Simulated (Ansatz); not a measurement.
# MnO (Cmc2_1) in Ansatz: a series of runs

One crystal, MnO, is run at these levels: PBEsol; tasks: single point.

Program: Ansatz 0.2.0. These are calculated values, not measurements. Logs are shortened: lines on timing, memory, paths and dates and some standing lists are left out, and cuts for length are marked.

### Step 1. The crystal as given

It takes space group Cmc2_1 (No. 36, orthorhombic). Conventional cell: a = 3.468 Å, b = 5.866 Å, c = 5.473 Å, α = 90.00°, β = 90.00°, γ = 90.00°. Around Mn (site symmetry m) lie 4 O at 2.08 to 2.09 Å. O (site symmetry m) has 4 Mn at 2.08 to 2.09 Å as nearest neighbours.

The cell comes from a database or a generator and needn't be the stable form of this composition.

### Step 2. Single point, PBEsol, collinear spin, ferromagnetic start, 13.08 Å³/atom (volume scaled by 0.94)

File input.yaml:

```yaml
crystal:
  lattice:
    - [1.6985758147, -2.8732685792, 0.0]
    - [1.6985758147, 2.8732685792, 0.0]
    - [0.0, 0.0, 5.3614311933]
  atoms:
    - { symbol: Mn, position: [0.82504812, 0.17495188, 0.99765352], spin: 4.0 }
    - { symbol: Mn, position: [0.17495188, 0.82504812, 0.49765352], spin: 4.0 }
    - { symbol: O, position: [0.83766264, 0.16233736, 0.615916155] }
    - { symbol: O, position: [0.16233736, 0.83766264, 0.115916155] }
kpoints:
  mp_grid: { grid: [9, 9, 5] }
scf:
  occupations: { method: fermi_dirac, width: 0.05 }
hamiltonian:
  xc: pbesol
  pseudopotentials: { kind: all_electron, lapw: { basis_error: 0.001 } }
magnetization:
  spin_polarized: true
output:
  forces: true
  stress: true
  eigenvalues: true
```

Potentials or basis: all-electron LAPW, scalar-relativistic.

Started as:

```console
> ansatz run input.yaml --threads 4 --pin off --max-ram 12288MiB --backend cpu --events-out ev --progress --plain --runs-dir out
```

Standard output:

```text
Warning: RAYON_NUM_THREADS=4 ignored (pool sized by the plan → 4); use --threads N
LAPW: plane waves up to 10.122 Å⁻¹, error target 1.0e-3 eV per atom; small_component_spin mean_spin; O in spheres of 0.928 Å, 8 of its electrons in bands, Dirac shells []; Mn in spheres of 1.111 Å, 15 of its electrons in bands, Dirac shells [] (how accurate: hamiltonian.pseudopotentials.lapw.basis_error, Limitations)
Engine: ansatz 0.2.0, aarch64-unknown-linux-gnu
Pseudopotentials: kind: all_electron
Pseudopotential: Mn, LAPW, valence charge 15, lapw/all_electron/scalar/gaussian/Mn, Koelling and Harmon's equation, gaussian nucleus
Pseudopotential: O, LAPW, valence charge 8, lapw/all_electron/scalar/gaussian/O, Koelling and Harmon's equation, gaussian nucleus
Functional definition: PBEsol
  exchange = pbesol_x
  correlation = pbesol_c
Crystal: 4 atoms, lattice volume = 52.333 Å³
Basis set: ecut = 390.3882842376342 eV, 941 PW (Γ), exchange–correlation at level 2
Bands: 33, of which v1, the nominal top of the filled ones, is band 23 counted from 1 (22 counted from 0)
Symmetry: 4 space group operations
Space group: Cmc21 (ITA 36), of the structure as read, at distance tolerance 3.7e-5 Å
Magnetic group: BNS 36.172 (UNI 270), of the structure as read, at distance tolerance 3.7e-5 Å
k-points: 75 of 405 (time reversal used)
Non-local potential: Mn, projectors of the file, none
Non-local potential: O, projectors of the file, none
Initial density: superposition of atomic densities (chi_scale 0.1, normalization cell, long waves kept (reshape's long-wave potential 0.00 eV rms))
Starting moments: Σ|m| = 8 μB on 2 of 4 sites
Initial wavefunctions: plane waves of lowest kinetic energy (no species holds an atomic orbital)
Functional: x = pbesol(κ = 0.804, μ = 0.12345679012345678), c = pbesol(β = 0.046)
iter 1 solved again at ethr=1.32e-2 eV; its pass at ethr=1.00e-1 eV (dr2=6.08e0 eV) is discarded
SCF iter   1: F=—  HF=-67081.930742 eV  |F-HF|=—  |Δ(HF+E_count)|=         —  Δρ=5.86e-2 (↑5.70e-2 ↓5.86e-2)  dr2=6.09e0  dr2_m=5.40e-1  M=9.999 μB ∫|m|=10.000 μB  β_m=0.30  ethr=1.32e-2  ⟨swp⟩=2.0  Hψ=31427  notcnv=0
Mixer restart at iter 1: flushing history
preconditioner: auto → Kerker (q_TF=auto, 2.670 Å⁻¹)  [metal: Δε(μ)=0.047 eV  Ē_g=11.778 eV  σ=0.050 eV  W_gap=0.22  n_scr=22 (ndim 8)  ℏωp=26.2 eV  f_vac=0.000  D(μ)=0.29/eV (n_scr^D=0)]
spin=Collinear: Kerker preconditioning applied to the charge; magnetization (m = ρ↑ − ρ↓) channel mixes plain (no charge-response kernel on spin).
SCF iter   2: F=—  HF=-67079.451733 eV  |F-HF|=—  |Δ(HF+E_count)|=    2.48e0  Δρ=3.34e-2 (↑3.34e-2 ↓3.09e-2)  dr2=1.71e0  dr2_m=2.32e-1  M=9.989 μB ∫|m|=9.990 μB  β_m=0.43  ethr=1.32e-2  ⟨swp⟩=2.0  Hψ=14851  notcnv=0
SCF iter   3: F=—  HF=-67079.128977 eV  |F-HF|=—  |Δ(HF+E_count)|=   3.23e-1  Δρ=1.55e-2 (↑1.55e-2 ↓1.45e-2)  dr2=5.55e-1  dr2_m=2.72e-2  M=9.972 μB ∫|m|=9.972 μB  β_m=0.51  ethr=3.72e-3  ⟨swp⟩=2.0  Hψ=15150  notcnv=0
SCF iter   4: F=—  HF=-67079.055833 eV  |F-HF|=—  |Δ(HF+E_count)|=         —  Δρ=5.83e-3 (↑5.83e-3 ↓5.32e-3)  dr2=9.86e-2  dr2_m=7.43e-4  M=9.967 μB ∫|m|=9.967 μB  β_m=0.60  ethr=1.21e-3  ⟨swp⟩=2.0  Hψ=15150  notcnv=0
the basis was enlarged: its passes take 1.3 MiB over the memory plan, 4 of 4 planned eigensolver slots
SCF iter   5: F=—  HF=-67079.056588 eV  |F-HF|=—  |Δ(HF+E_count)|=         —  Δρ=3.02e-3 (↑2.77e-3 ↓3.02e-3)  dr2=2.32e-2  dr2_m=7.18e-4  M=9.969 μB ∫|m|=9.969 μB  β_m=0.60  ethr=2.14e-4  ⟨swp⟩=2.0  Hψ=15151  notcnv=0
Mixer restart at iter 5: flushing history
SCF iter   6: F=—  HF=-67079.058153 eV  |F-HF|=—  |Δ(HF+E_count)|=   1.57e-3  Δρ=2.03e-3 (↑1.88e-3 ↓2.03e-3)  dr2=1.29e-2  dr2_m=5.32e-5  M=9.972 μB ∫|m|=9.972 μB  β_m=0.67  ethr=5.03e-5  ⟨swp⟩=2.0  Hψ=14104  notcnv=0
SCF iter   7: F=—  HF=-67079.058918 eV  |F-HF|=—  |Δ(HF+E_count)|=   7.65e-4  Δρ=1.38e-3 (↑1.21e-3 ↓1.38e-3)  dr2=5.53e-3  dr2_m=6.32e-5  M=9.970 μB ∫|m|=9.970 μB  β_m=0.75  ethr=2.80e-5  ⟨swp⟩=2.0  Hψ=13709  notcnv=0
iter 8 solved again at ethr=1.16e-6 eV; its pass at ethr=1.20e-5 eV (dr2=5.35e-4 eV) is discarded
SCF iter   8: F=—  HF=-67079.059993 eV  |F-HF|=—  |Δ(HF+E_count)|=   1.08e-3  Δρ=4.16e-4 (↑4.16e-4 ↓3.99e-4)  dr2=5.34e-4  dr2_m=2.25e-6  M=9.971 μB ∫|m|=9.971 μB  β_m=0.76  ethr=1.16e-6  ⟨swp⟩=2.0  Hψ=23979  notcnv=0
SCF iter   9: F=—  HF=-67079.060229 eV  |F-HF|=—  |Δ(HF+E_count)|=   2.36e-4  Δρ=1.84e-4 (↑1.84e-4 ↓1.67e-4)  dr2=8.26e-5  dr2_m=2.66e-6  M=9.972 μB ∫|m|=9.973 μB  β_m=0.82  ethr=1.16e-6  ⟨swp⟩=2.5  Hψ=13881  notcnv=0
SCF iter  10: F=—  HF=-67079.060288 eV  |F-HF|=—  |Δ(HF+E_count)|=   5.82e-5  Δρ=4.65e-5 (↑4.65e-5 ↓4.01e-5)  dr2=4.42e-6  dr2_m=1.56e-7  M=9.973 μB ∫|m|=9.973 μB  β_m=0.91  ethr=1.79e-7  ⟨swp⟩=3.0  Hψ=14724  notcnv=0
SCF iter  11: F=—  HF=-67079.060289 eV  |F-HF|=—  |Δ(HF+E_count)|=   1.45e-6  Δρ=1.30e-5 (↑1.26e-5 ↓1.30e-5)  dr2=4.81e-7  dr2_m=2.03e-9  M=9.973 μB ∫|m|=9.973 μB  β_m=0.95  ethr=9.61e-9  ⟨swp⟩=2.5  Hψ=13951  notcnv=0
SCF iter  12: F=-67079.060289 eV  HF=-67079.060289 eV  |F-HF|=4.09e-9  |Δ(HF+E_count)|=   1.77e-7  Δρ=3.37e-6 (↑3.08e-6 ↓3.37e-6)  dr2=3.05e-8  dr2_m=3.87e-10  M=9.973 μB ∫|m|=9.973 μB  ethr=1.05e-9  ⟨swp⟩=2.5  Hψ=13973  notcnv=0
SCF 1 converged in 12 iterations: F = -67079.060289 eV  dr2 = 3.05e-8
WARN: an SCF from antiferromagnetic starting moments (-4.18, 4.18, 0.00, 0.00 Bohr magnetons, atom by atom) was not made, by what the run has read of turns of its moments that order reads lower: the deck asks for what bars it, or types moments that do (magnetization.spin_polarized, in the input reference, names some of the keys), or the run goes by scf.lower_state_search: light, the default, which as a rule tries one only behind a close that has lost an order of both signs, or on which an open d or half-filled 4f shell of a PAW file has lost a moment that was set nearer to Hund's than to what is left; or, under a Hubbard U, one that names an f shell that the input leaves bare beside given moments, or a larger moment for a shell of low spin that is given one. standard, with a start from the atoms, tries one behind each close (in a relaxation, ahead of its steps or at their end). To set out from that order, type those moments (crystal.atoms[].spin; where shells were raised to Hund's moment, beside crystal.symmetry.detect: false) under scf.lower_state_search: light. The bands of the close that named these starting moments, or of the one ahead of a search that led to it (under cold or Methfessel-Paxton smearing those of the Gaussian ahead of it) read a cost of -566.10 meV for the turn to them, carried on from a small turn (-566.10 by the pairs of d shells alone)
SCF converged after 12 iterations
Magnetization: 9.9728 μB (27.9864 up, 18.0136 down)
Absolute magnetization: 9.9731 μB (∫|ρ↑−ρ↓|)
Spin contamination: 0.0127 ħ² per cell (⟨S²⟩ above its minimum at these occupations)
Per-site moments (μB) at R_I (Å): [(4.260975693012007, 1.1109374853010157), (4.260975693012007, 1.1109374853010157), (0.23071019108644153, 0.9283816154941744), (0.23071019108644153, 0.9283816154941744)]
Free energy (F): -67079.060289 eV
Harris-Foulkes:  -67079.060289 eV  (|F-HF|=4.09e-9)
Internal energy: -67079.055016 eV  (E = F + TS)
E sigma→0 (E₀):  -67079.057653 eV
Entropy (-TS):   -0.005273 eV (-1.318 meV/atom)
Fermi energy:    10.988858 eV
--- Per-component energies (eV) ---
  E_band       = -2578.594501
  E_kinetic    = 67865.264234
  E_xc         = -3241.649692
  E_electrostatic = -131702.669558  (all electrons and nuclei)
  E_smearing   = -0.005273  (= −TS)
  E_closure    = 0.000000  (closes the sum)
  E_atoms      = -67043.961184  (free atoms, spherical and without spin; not in F)
  Σ components = -67079.060289   (vs F -67079.060289, Δ=0.00e0)
  Basis errors (estimates in eV, not in F): energy 4.7e-4 per atom: plane waves 4.3e-4 (2.6e-4 summed), levels above the bands 3.0e-68, relativity 3.0e-8, radial functions 4.3e-5, core shells 5.2e-7; eigenvalues (radial functions only) 5.6e-6; not estimated: angular momenta, meshes, grids; target (lapw.basis_error) 1.0e-3; muffin-tin radii O 0.928 Å, Mn 1.111 Å
--- Forces (eV/Å), atoms counted from 1 ---
  atom   1  Mn     0.00000000    -0.01453011     0.04503935
  atom   2  Mn    -0.00000000     0.01453011     0.04503935
  atom   3  O     -0.00000000     0.04294582    -0.04503747
  atom   4  O      0.00000000    -0.04294582    -0.04503747
  max |Σ_I F_I| component: 3.75e-6 eV/Å
--- Stress (GPa, compression-positive) ---
        1.307826      -0.000000       0.000000
       -0.000000       2.107092       0.000000
        0.000000       0.000000       1.409747
  P = ⅓ Tr σ = 1.6082 GPa (16.082 kbar)
--- Band table (eV; the first three rows and the last of 150) ---
  k-point 0 ↑: bands = ["-494.3919", "-494.3919", "-70.5416", "-70.5383", "-39.4579", "-39.4308", "-39.4237", "-39.4218", "-39.4175", "-39.4145", "-9.1129", "-8.5795", "3.6790", "4.4524", "4.5988", "4.6478", "4.7511", "4.8012", "7.7615", "7.8785", "8.3242", "8.3936", "8.5135", "9.3836", "10.1768", "10.3356", "10.7378", "11.0960", "11.1173", "14.5870", "16.3159", "22.4007", "22.4262"]
  k-point 1 ↑: bands = ["-494.3919", "-494.3919", "-70.5413", "-70.5386", "-39.4543", "-39.4309", "-39.4242", "-39.4211", "-39.4206", "-39.4152", "-9.0611", "-8.6293", "3.6766", "4.4537", "4.4711", "4.6049", "4.7116", "4.7495", "7.8334", "7.9407", "8.3100", "8.3512", "8.7658", "9.6347", "10.2604", "10.3916", "10.8348", "11.0122", "11.0268", "13.8563", "17.0549", "21.9168", "22.3311"]
  k-point 2 ↑: bands = ["-494.3919", "-494.3919", "-70.5405", "-70.5395", "-39.4450", "-39.4346", "-39.4252", "-39.4251", "-39.4193", "-39.4170", "-8.9263", "-8.7611", "3.7642", "4.0512", "4.5292", "4.6203", "4.6303", "4.6826", "8.0136", "8.0904", "8.2150", "8.2365", "9.3100", "9.7300", "10.4917", "10.5555", "10.7875", "10.7985", "11.4875", "12.6443", "18.3886", "20.0509", "22.2808"]
  k-point 74 ↓: bands = ["-494.1900", "-494.1900", "-65.7900", "-65.7894", "-34.8051", "-34.8025", "-34.7698", "-34.7638", "-34.7631", "-34.7600", "-8.0658", "-8.0164", "4.4940", "4.5563", "5.9538", "6.0001", "6.0220", "6.0904", "11.6604", "11.9528", "12.4924", "12.5116", "12.6013", "12.6628", "13.2514", "13.4161", "13.5759", "13.5914", "16.2361", "16.7592", "18.8899", "19.3401", "22.6063"]
```

It took 61 s on 4 threads of Arm Neoverse V1, shared host; peak memory 0.85 GiB.

What came out:

```yaml
Free_energy: -67079.0603 eV
Pressure: 1.6 GPa
Largest_force: 0.062 eV/Å
Band_gap_on_the_k_mesh: none (metal or under the smearing width)
Net_moment: 9.97 μB per cell
Absolute_moment: 9.97 μB per cell
Site_moments: Mn +4.26; O +0.23 μB
```

Caveat: the magnetic or orbital state may not be the lowest; semilocal functionals often make such compounds metallic where correlation or magnetic order opens a gap, which also shifts bond lengths; only a ferromagnetic start was run, and an antiferromagnetic order may lie lower in energy.

### Step 3. Single point, PBEsol, collinear spin, ferromagnetic start, 13.36 Å³/atom (volume scaled by 0.96)

input.yaml: that of step 2 with these lines changed.

```diff
@@ -2,5 +2,5 @@
   lattice:
-    - [1.6985758147, -2.8732685792, 0.0]
-    - [1.6985758147, 2.8732685792, 0.0]
-    - [0.0, 0.0, 5.3614311933]
+    - [1.7105380103, -2.8935035316, 0.0]
+    - [1.7105380103, 2.8935035316, 0.0]
+    - [0.0, 0.0, 5.399188995]
   atoms:
```

Potentials or basis: all-electron LAPW, scalar-relativistic.

Started as:

```console
> ansatz run input.yaml --threads 4 --pin off --max-ram 12288MiB --backend cpu --events-out ev --progress --plain --runs-dir out
```

Wall time 61 s (4 threads of Arm Neoverse V1, shared host); peak memory 0.85 GiB.

The run converged. Its results:

- Free energy: -67079.0623 eV
- Pressure: -1.0 GPa
- Largest force: 0.055 eV/Å
- Band gap on the k mesh: none (metal or under the smearing width)
- Net moment: 9.99 μB per cell
- Absolute moment: 9.99 μB per cell
- Site moments: Mn +4.28; O +0.23 μB

Caveat: the magnetic or orbital state may not be the lowest; semilocal functionals often make such compounds metallic where correlation or magnetic order opens a gap, which also shifts bond lengths; only a ferromagnetic start was run, and an antiferromagnetic order may lie lower in energy.

### Step 4. Single point, PBEsol, collinear spin, ferromagnetic start, 13.64 Å³/atom (volume scaled by 0.98)

input.yaml: that of step 3 with these lines changed.

```diff
@@ -2,5 +2,5 @@
   lattice:
-    - [1.7105380103, -2.8935035316, 0.0]
-    - [1.7105380103, 2.8935035316, 0.0]
-    - [0.0, 0.0, 5.399188995]
+    - [1.722335197, -2.913459359, 0.0]
+    - [1.722335197, 2.913459359, 0.0]
+    - [0.0, 0.0, 5.4364259579]
   atoms:
```

Started as:

```console
> ansatz run input.yaml --threads 4 --pin off --max-ram 12288MiB --backend cpu --events-out ev --progress --plain --runs-dir out
```

Run time: 61 s. Hardware: 4 threads of Arm Neoverse V1, shared host; peak memory 0.85 GiB.

It converged, with:

```yaml
Free_energy: -67079.0469 eV
Pressure: -3.4 GPa
Largest_force: 0.052 eV/Å
Band_gap_on_the_k_mesh: none (metal or under the smearing width)
Net_moment: 9.99 μB per cell
Absolute_moment: 10.00 μB per cell
Site_moments: Mn +4.30; O +0.22 μB
```

Caveat: the magnetic or orbital state may not be the lowest; semilocal functionals often make such compounds metallic where correlation or magnetic order opens a gap, which also shifts bond lengths; only a ferromagnetic start was run, and an antiferromagnetic order may lie lower in energy.

### Step 5. Single point, PBEsol, collinear spin, ferromagnetic start, 13.92 Å³/atom

input.yaml: that of step 4 with these lines changed.

```diff
@@ -2,5 +2,5 @@
   lattice:
-    - [1.722335197, -2.913459359, 0.0]
-    - [1.722335197, 2.913459359, 0.0]
-    - [0.0, 0.0, 5.4364259579]
+    - [1.73397295, -2.9331454924, 0.0]
+    - [1.73397295, 2.9331454924, 0.0]
+    - [0.0, 0.0, 5.47315968]
   atoms:
```

Started as:

```console
> ansatz run input.yaml --threads 4 --pin off --max-ram 12288MiB --backend cpu --events-out ev --progress --plain --runs-dir out
```

Run time: 61 s. Hardware: 4 threads of Arm Neoverse V1, shared host; peak memory 0.85 GiB.

The run converged. Its results:

```
Free energy            : -67079.0154 eV
Pressure               : -5.6 GPa
Largest force          : 0.049 eV/Å
Band gap on the k mesh : none (metal or under the smearing width)
Net moment             : 10.00 μB per cell
Absolute moment        : 10.00 μB per cell
Site moments           : Mn +4.32; O +0.21 μB
```

Caveat: the magnetic or orbital state may not be the lowest; semilocal functionals often make such compounds metallic where correlation or magnetic order opens a gap, which also shifts bond lengths; only a ferromagnetic start was run, and an antiferromagnetic order may lie lower in energy.

### Step 6. Single point, PBEsol, collinear spin, ferromagnetic start, 14.20 Å³/atom (volume scaled by 1.02)

input.yaml: that of step 5 with these lines changed.

```diff
@@ -2,5 +2,5 @@
   lattice:
-    - [1.73397295, -2.9331454924, 0.0]
-    - [1.73397295, 2.9331454924, 0.0]
-    - [0.0, 0.0, 5.47315968]
+    - [1.7454565492, -2.9525708631, 0.0]
+    - [1.7454565492, 2.9525708631, 0.0]
+    - [0.0, 0.0, 5.5094068269]
   atoms:
```

Potentials or basis: all-electron LAPW, scalar-relativistic.

Started as:

```console
> ansatz run input.yaml --threads 4 --pin off --max-ram 12288MiB --backend cpu --events-out ev --progress --plain --runs-dir out
```

Run time: 61 s. Hardware: 4 threads of Arm Neoverse V1, shared host; peak memory 0.85 GiB.

Results (log left out):

```
Free energy            : -67078.9695 eV
Pressure               : -7.6 GPa
Largest force          : 0.053 eV/Å
Band gap on the k mesh : none (metal or under the smearing width)
Net moment             : 10.00 μB per cell
Absolute moment        : 10.00 μB per cell
Site moments           : Mn +4.34; O +0.21 μB
```

Caveat: the magnetic or orbital state may not be the lowest; semilocal functionals often make such compounds metallic where correlation or magnetic order opens a gap, which also shifts bond lengths; only a ferromagnetic start was run, and an antiferromagnetic order may lie lower in energy.

### Step 7. Single point, PBEsol, collinear spin, ferromagnetic start, 14.47 Å³/atom (volume scaled by 1.04)

input.yaml: that of step 6 with these lines changed.

```diff
@@ -2,5 +2,5 @@
   lattice:
-    - [1.7454565492, -2.9525708631, 0.0]
-    - [1.7454565492, 2.9525708631, 0.0]
-    - [0.0, 0.0, 5.5094068269]
+    - [1.7567910003, -2.9717439384, 0.0]
+    - [1.7567910003, 2.9717439384, 0.0]
+    - [0.0, 0.0, 5.5451831984]
   atoms:
```

Started as:

```console
> ansatz run input.yaml --threads 4 --pin off --max-ram 12288MiB --backend cpu --events-out ev --progress --plain --runs-dir out
```

It took 61 s on 4 threads of Arm Neoverse V1, shared host; peak memory 0.85 GiB.

Results (log left out):

```
Free energy            : -67078.9109 eV
Pressure               : -9.3 GPa
Largest force          : 0.059 eV/Å
Band gap on the k mesh : none (metal or under the smearing width)
Net moment             : 10.00 μB per cell
Absolute moment        : 10.00 μB per cell
Site moments           : Mn +4.35; O +0.20 μB
```

Caveat: the magnetic or orbital state may not be the lowest; semilocal functionals often make such compounds metallic where correlation or magnetic order opens a gap, which also shifts bond lengths; only a ferromagnetic start was run, and an antiferromagnetic order may lie lower in energy.

### Step 8. Single point, PBEsol, collinear spin, ferromagnetic start, 14.75 Å³/atom (volume scaled by 1.06)

input.yaml: that of step 7 with these lines changed.

```diff
@@ -2,5 +2,5 @@
   lattice:
-    - [1.7567910003, -2.9717439384, 0.0]
-    - [1.7567910003, 2.9717439384, 0.0]
-    - [0.0, 0.0, 5.5451831984]
+    - [1.7679810536, -2.9906727541, 0.0]
+    - [1.7679810536, 2.9906727541, 0.0]
+    - [0.0, 0.0, 5.5805037889]
   atoms:
```

Started as:

```console
> ansatz run input.yaml --threads 4 --pin off --max-ram 12288MiB --backend cpu --events-out ev --progress --plain --runs-dir out
```

It took 64 s on 4 threads of Arm Neoverse V1, shared host; peak memory 0.85 GiB.

Results (log left out):

```yaml
Free_energy: -67078.8407 eV
Pressure: -10.9 GPa
Largest_force: 0.065 eV/Å
Band_gap_on_the_k_mesh: none (metal or under the smearing width)
Net_moment: 10.00 μB per cell
Absolute_moment: 10.00 μB per cell
Site_moments: Mn +4.37; O +0.19 μB
```

Caveat: the magnetic or orbital state may not be the lowest; semilocal functionals often make such compounds metallic where correlation or magnetic order opens a gap, which also shifts bond lengths; only a ferromagnetic start was run, and an antiferromagnetic order may lie lower in energy.

### Step 9. For comparison

An earlier run on the cell as given: functional PBEsol; potentials or basis all-electron LAPW, scalar-relativistic; cutoff 374 eV (chosen from the basis error); basis error allowed 0.001 eV/atom; k mesh 9 × 9 × 5; occupations fermi-dirac, width 0.05 eV; collinear spin, ferromagnetic start; starting moments [4.0, 4.0, 0.0, 0.0] μB.

- Pressure: -5.6 GPa
- Largest force: 0.049 eV/Å
- Band gap on the k mesh: none (metal or under the smearing width)
- Net moment: 10.00 μB per cell
- Absolute moment: 10.00 μB per cell
- Site moments: Mn +4.32; O +0.21 μB
- Loewdin charges: Mn +1.21; O -1.05 e
